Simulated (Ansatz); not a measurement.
Ansatz input

```yaml
crystal:
  lattice:
    - [-1.5851811534, 1.5851811534, 1.5851811534]
    - [1.5851811534, -1.5851811534, 1.5851811534]
    - [1.5851811534, 1.5851811534, -1.5851811534]
  atoms:
    - { symbol: P, position: [0.0, 0.0, 0.0] }
hamiltonian:
  xc: pbe
  pseudopotentials:
    kind: paw
    azcp:
      P: "pseudopotentials/P.paw.azcp"
basis:
  ecutwfc: 420
  fft_grid_basis: typed
kpoints:
  mp_grid: { grid: [16, 16, 16], shift: [0, 0, 0] }
magnetization:
  spin_polarized: false
scf:
  occupations: { method: fermi_dirac, width: 0.1 }
  lower_state_search: "off"
output:
  stress: true
```

and its output:

```
Engine: ansatz 0.2.0, x86_64-unknown-linux-gnu
Pseudopotentials: kind: paw
Pseudopotential: P, paw, valence charge 5, recommended cutoff 420 eV (normal) 
Functional definition: PBE
  parameter kappa = 0.804
  parameter beta = 0.06672455060314922
  exchange = pbe_x(kappa = kappa, mu = beta*pi^2/3)
  correlation = pbe_c(beta = beta)
Crystal: 1 atoms, lattice volume = 15.933 Å³
Basis set: ecut = 420 eV, 321 PW (Γ)
Bands: 7, of which v1, the nominal top of the filled ones, is band 3 counted from 1 (2 counted from 0)
Symmetry: 48 space group operations
Space group: Im-3m (ITA 229), of the structure as read, at distance tolerance 2.5e-5 Å
k-points: 145 of 4096
Non-local potential: P, projectors of the file, l = 0: 2, l = 1: 2, l = 2: 2
PAW form: soft (Blöchl's): semilocal exchange-correlation on the pseudo side does not see the compensation charge
PAW one-centre angular grid: P, 110 points (default); XC on 64 Gauss nodes
Initial density: superposition of atomic densities (neutral atoms: chi_scale 0, normalization atom), corrected by the library's trained network
Initial wavefunctions: pseudopotential atomic-orbital guess
Functional: x = pbe(κ = 0.804, μ = 0.2195149727645171), c = pbe(β = 0.06672455060314922)
SCF iter   1: F=—  HF=-754.948656 eV  |F-HF|=—  |Δ(HF+E_count)|=         —  Δρ=1.12e-3  dr2=3.64e-5  ethr=1.77e-3  ⟨swp⟩=6.4  Hψ=9800  notcnv=0
SCF iter   2: F=—  HF=-754.948957 eV  |F-HF|=—  |Δ(HF+E_count)|=   3.01e-4  Δρ=6.41e-4  dr2=2.08e-5  ethr=7.28e-7  ⟨swp⟩=2.4  Hψ=2675  notcnv=0
SCF iter   3: F=—  HF=-754.949000 eV  |F-HF|=—  |Δ(HF+E_count)|=   4.33e-5  Δρ=1.76e-4  dr2=1.06e-6  ethr=4.17e-7  ⟨swp⟩=2.1  Hψ=1364  notcnv=0
SCF iter   4: F=—  HF=-754.949004 eV  |F-HF|=—  |Δ(HF+E_count)|=   3.94e-6  Δρ=5.87e-5  dr2=1.11e-7  ethr=2.12e-8  ⟨swp⟩=2.4  Hψ=1361  notcnv=0
iter 5 did not close the SCF: its close was put off for the readings that it lacked (scf_convergence_deferred on its scf_iter line)
SCF iter   5: F=-754.949005 eV  HF=-754.949005 eV  |F-HF|=1.93e-9  |Δ(HF+E_count)|=   4.87e-7  Δρ=1.86e-5  dr2=3.94e-8  ethr=2.21e-9  ⟨swp⟩=2.2  Hψ=1368  notcnv=0
SCF iter   6: F=-754.949005 eV  HF=-754.949005 eV  |F-HF|=6.55e-9  |Δ(HF+E_count)|=   8.94e-9  Δρ=8.16e-6  dr2=1.14e-8  ethr=7.87e-10  ⟨swp⟩=2.0  Hψ=3072  notcnv=0
SCF 1 converged in 6 iterations: F = -754.949005 eV  dr2 = 1.14e-8
SCF converged after 6 iterations
Free energy (F): -754.949005 eV
Harris-Foulkes:  -754.949005 eV  (|F-HF|=6.55e-9)
Internal energy: -754.930796 eV  (E = F + TS)
E sigma→0 (E₀):  -754.939900 eV
Entropy (-TS):   -0.018209 eV (-18.209 meV/atom)
Fermi energy:    9.620865 eV
--- Per-component energies (eV) ---
  E_band       = 18.084795
  E_kinetic    = 67.392848
  E_local      = -23.331813  (includes V_loc(G=0)·N_el)
  E_nonlocal   = 33.407585
  E_hartree    = 3.716889
  E_xc         = -60.353295
  E_vxc        = -59.414062  (∫ρ·V_xc dr)
  E_paw        = -569.147544  (= ΣΔE_a)
  E_vpaw       = -7.403167  (= ΣTr[D̂ρ^β])
  E_aug_tail   = 0.000004  (compensation charges beyond the density's cutoff)
  E_ewald      = -206.615469
  E_smearing   = -0.018209  (= −TS)
  E_closure    = 0.000000  (closes the sum)
  Σ components = -754.949005   (vs F -754.949005, Δ=0.00e0)
--- Stress (GPa, compression-positive) ---
       -8.789009       0.000000       0.000000
       -0.000000      -8.789009      -0.000000
       -0.000000       0.000000      -8.789009
  P = ⅓ Tr σ = -8.7890 GPa (-87.890 kbar)
```

Command:

```sh
ansatz run input.yaml --threads 1 --pin off --max-ram 3584MiB --backend cpu --events-out ev --progress --plain --runs-dir out
```

On 1 thread of Intel(R) Xeon(R) Platinum 8259CL CPU @ 2.50GHz (Skylake/Cascade Lake) (shared host) this took about 2.2 s of wall time and 2 s of CPU time.
